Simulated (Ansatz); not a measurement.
## Nb: single point with PBE

The system is Nb.

```
Nb
1.0
    -1.66395    1.66395    1.66395
     1.66395   -1.66395    1.66395
     1.66395    1.66395   -1.66395
Nb
1
Direct
  0.00000 0.00000 0.00000
```

```yaml
Program: Ansatz 0.2.0
Task: single point
Functional: PBE
Potentials_or_basis: all-electron LAPW, scalar-relativistic
Cutoff: 217 eV (chosen from the basis error)
Basis_error_allowed: 0.001 eV/atom
k_mesh: 11 × 11 × 11
Occupations: gaussian, width 0.011 eV
Spin: no spin polarisation
```

```yaml
Pressure: -1.8 GPa
Band_gap_on_the_k_mesh: none (metal or under the smearing width)
```

Levels at points of the mesh, in eV from the Fermi level:
```tsv
k point	band 10	band 11	band 12	band 13	band 14	band 15	band 16	band 17	band 18	band 19
(0.00, 0.00, 0.00)	-29.68	-29.68	-29.68	-5.80	0.43	0.43	0.43	3.27	3.27	14.14
```

Wall time 3.2 s on 1 thread of Arm Neoverse V2 (shared host), peak memory 0.24 GiB.
